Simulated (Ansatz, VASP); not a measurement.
**Two plane-wave programs on Sn**

File INCAR:

```
SYSTEM = Sn
PREC = Accurate
ENCUT = 520
EDIFF = 1E-7
ISMEAR = 0
SIGMA = 0.15
LREAL = .FALSE.
LASPH = .TRUE.
NELM = 60
ALGO = Fast
ISIF = 2
LWAVE = .FALSE.
LCHARG = .FALSE.
GGA = PS
NBANDS = 21
```

File KPOINTS:

```
Automatic mesh
0
G
  18 18 18
  0 0 0
```

POSCAR

```
Sn
1.0
   -2.6939340552      2.6939340552      1.9049900525
    2.6939340552     -2.6939340552      1.9049900525
    2.6939340552      2.6939340552     -1.9049900525
Sn
2
Direct
    0.7500000000      0.2500000000      0.5000000000
    0.0000000000      0.0000000000      0.0000000000
```

Input for Ansatz:

```yaml
crystal:
  lattice:
    - [-2.6939340552, 2.6939340552, 1.9049900525]
    - [2.6939340552, -2.6939340552, 1.9049900525]
    - [2.6939340552, 2.6939340552, -1.9049900525]
  atoms:
    - { symbol: Sn, position: [0.75, 0.25, 0.5] }
    - { symbol: Sn, position: [0.0, 0.0, 0.0] }
basis:
  ecutwfc: 420
kpoints:
  mp_grid: { grid: [18, 18, 18] }
hamiltonian:
  xc: pbesol
scf:
  occupations: { method: gaussian, width: 0.15 }
output:
  forces: true
  stress: true
  eigenvalues: true
```

Alike in both runs: task single point; functional PBEsol; k mesh 18 × 18 × 18; occupations gaussian, width 0.15 eV; no spin polarisation.

|  | VASP | Ansatz |
| --- | --- | --- |
| version | VASP 6.6.1 | Ansatz 0.2.0 |
| potentials or method | VASP PAW PBE potentials, release 64 (Sn_d) | scalar-relativistic, plane waves, PAW |
| plane-wave cutoff (eV) | 520 | 420 |
| valence electrons in the cell | 28 | 28 |

Ansatz gave:

| Item | Value |
| --- | --- |
| gap on the k mesh at the Fermi level (eV) | none |
| pressure (GPa) | 2.7 |
| largest component of the traceless stress (GPa) | 5.04 |

Task: Estimate VASP's values.

Result: gap on the k mesh at the Fermi level (eV): none; pressure (GPa): 2.6; largest component of the traceless stress (GPa): 5.03.

A gap of «none» marks a metal or a gap that the smearing closes.

Caveats: the PAW data sets were made with another functional, which shifts forces and pressure a little (VASP).
